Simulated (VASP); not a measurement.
A run of VASP 6.6.1 is set up as follows.

File INCAR:

```
SYSTEM = GaAs
PREC = Accurate
ENCUT = 520
EDIFF = 1E-6
ISMEAR = 0
SIGMA = 0.02
LREAL = .FALSE.
LASPH = .TRUE.
NELM = 80
ALGO = Normal
ISIF = 2
LWAVE = .FALSE.
LCHARG = .FALSE.
METAGGA = R2SCAN
LMIXTAU = .TRUE.
NBANDS = 16
```

File KPOINTS:

```
Automatic mesh
0
G
  8 8 8
  0 0 0
```

File POSCAR:

```
GaAs                                    
1.0
   -0.0000000000      2.8336428622      2.8336428622
    2.8336428622      0.0000000000      2.8336428622
    2.8336428622      2.8336428622      0.0000000000
  Ga              As            
     1     1
Direct
     0.0000000000000000    0.0000000000000000    0.0000000000000000
     0.7500000000000000    0.7500000000000000    0.7500000000000000
```

The input KPOINTS_OPT:

```
path GXWKGLUWLK,UX
10
line-mode
reciprocal
 0.0000000000  0.0000000000  0.0000000000  G
 0.5000000000  0.0000000000  0.5000000000  X

 0.5000000000  0.0000000000  0.5000000000  X
 0.5000000000  0.2500000000  0.7500000000  W

 0.5000000000  0.2500000000  0.7500000000  W
 0.3750000000  0.3750000000  0.7500000000  K

 0.3750000000  0.3750000000  0.7500000000  K
 0.0000000000  0.0000000000  0.0000000000  G

 0.0000000000  0.0000000000  0.0000000000  G
 0.5000000000  0.5000000000  0.5000000000  L

 0.5000000000  0.5000000000  0.5000000000  L
 0.6250000000  0.2500000000  0.6250000000  U

 0.6250000000  0.2500000000  0.6250000000  U
 0.5000000000  0.2500000000  0.7500000000  W

 0.5000000000  0.2500000000  0.7500000000  W
 0.5000000000  0.5000000000  0.5000000000  L

 0.5000000000  0.5000000000  0.5000000000  L
 0.3750000000  0.3750000000  0.7500000000  K

 0.6250000000  0.2500000000  0.6250000000  U
 0.5000000000  0.0000000000  0.5000000000  X
```

Potentials or basis: VASP PAW PBE potentials, release 64 (Ga_d, As).

Launch:

```bash
$ cat potpaw_PBE.64/Ga_d/POTCAR potpaw_PBE.64/As/POTCAR > POTCAR
$ mpirun -np 1 vasp_std > vasp.out
```

Estimate the pressure.

0.1 GPa.

What does it give for the band gap on the k mesh?

0.94 eV, direct.

Levels at the corners of the path, in eV from the valence-band top:
| point | band 5 | band 6 | band 7 | band 8 | band 9 | band 10 | band 11 | band 12 | band 13 | band 14 |
| --- | --- | --- | --- | --- | --- | --- | --- | --- | --- | --- |
| Γ | -15.14 | -13.16 | 0.00 | 0.00 | 0.00 | 0.94 | 4.04 | 4.04 | 4.04 | 8.22 |
| X | -15.12 | -10.56 | -6.96 | -2.75 | -2.75 | 1.77 | 1.95 | 10.80 | 10.80 | 11.68 |
| X | -15.12 | -10.56 | -6.96 | -2.75 | -2.75 | 1.77 | 1.95 | 10.80 | 10.80 | 11.68 |
| W | -15.13 | -10.50 | -6.77 | -3.61 | -3.40 | 4.98 | 5.06 | 5.88 | 6.48 | 11.77 |
| W | -15.13 | -10.50 | -6.77 | -3.61 | -3.40 | 4.98 | 5.06 | 5.88 | 6.48 | 11.77 |
| K | -15.13 | -10.60 | -6.76 | -3.93 | -2.32 | 2.28 | 5.01 | 8.50 | 8.55 | 9.22 |
| K | -15.13 | -10.60 | -6.76 | -3.93 | -2.32 | 2.28 | 5.01 | 8.50 | 8.55 | 9.22 |
| Γ | -15.14 | -13.16 | 0.00 | 0.00 | 0.00 | 0.94 | 4.04 | 4.04 | 4.04 | 8.22 |
| Γ | -15.14 | -13.16 | 0.00 | 0.00 | 0.00 | 0.94 | 4.04 | 4.04 | 4.04 | 8.22 |
| L | -15.13 | -11.33 | -6.78 | -1.17 | -1.17 | 1.34 | 4.98 | 4.98 | 8.28 | 11.08 |
| L | -15.13 | -11.33 | -6.78 | -1.17 | -1.17 | 1.34 | 4.98 | 4.98 | 8.28 | 11.08 |
| U | -15.13 | -10.60 | -6.76 | -3.93 | -2.32 | 2.28 | 5.01 | 8.50 | 8.55 | 9.22 |
| U | -15.13 | -10.60 | -6.76 | -3.93 | -2.32 | 2.28 | 5.01 | 8.50 | 8.55 | 9.22 |
| W | -15.13 | -10.50 | -6.77 | -3.61 | -3.40 | 4.98 | 5.06 | 5.88 | 6.48 | 11.77 |
| W | -15.13 | -10.50 | -6.77 | -3.61 | -3.40 | 4.98 | 5.06 | 5.88 | 6.48 | 11.77 |
| L | -15.13 | -11.33 | -6.78 | -1.17 | -1.17 | 1.34 | 4.98 | 4.98 | 8.28 | 11.08 |
| L | -15.13 | -11.33 | -6.78 | -1.17 | -1.17 | 1.34 | 4.98 | 4.98 | 8.28 | 11.08 |
| K | -15.13 | -10.60 | -6.76 | -3.93 | -2.32 | 2.28 | 5.01 | 8.50 | 8.55 | 9.22 |
| U | -15.13 | -10.60 | -6.76 | -3.93 | -2.32 | 2.28 | 5.01 | 8.50 | 8.55 | 9.22 |
| X | -15.12 | -10.56 | -6.96 | -2.75 | -2.75 | 1.77 | 1.95 | 10.80 | 10.80 | 11.68 |

Caveat: the PAW data sets were made with another functional, which shifts forces and pressure a little.

**Experimental background.**

From “Evidence of valence band perturbations in GaAsN/GaAs(001): A combined variable-angle spectroscopic ellipsometry and modulated photoreflectance investigation”, 2008, arxiv:0805.2212, for a bulk crystal of GaAs at 300 K: band gap 1.418 ± 0.005 eV (direct).

A measured gap of GaAs is 1.418 eV (direct; 300 K; “Evidence of valence band perturbations in GaAsN/GaAs(001): A combined variable-angle spectroscopic ellipsometry and modulated photoreflectance investigation”, 2008, arxiv:0805.2212); the calculated 0.94 eV misses it by -0.48 eV. 3 values of this kind are on record (1.412 to 1.51 eV); this one was drawn at random among those near their median, those with a stated uncertainty first. Spin-orbit coupling on As, Ga is left out. The value is that of r2SCAN, without temperature or zero-point motion. The cell is a database's relaxed one, not the measured one, which moves gaps too.
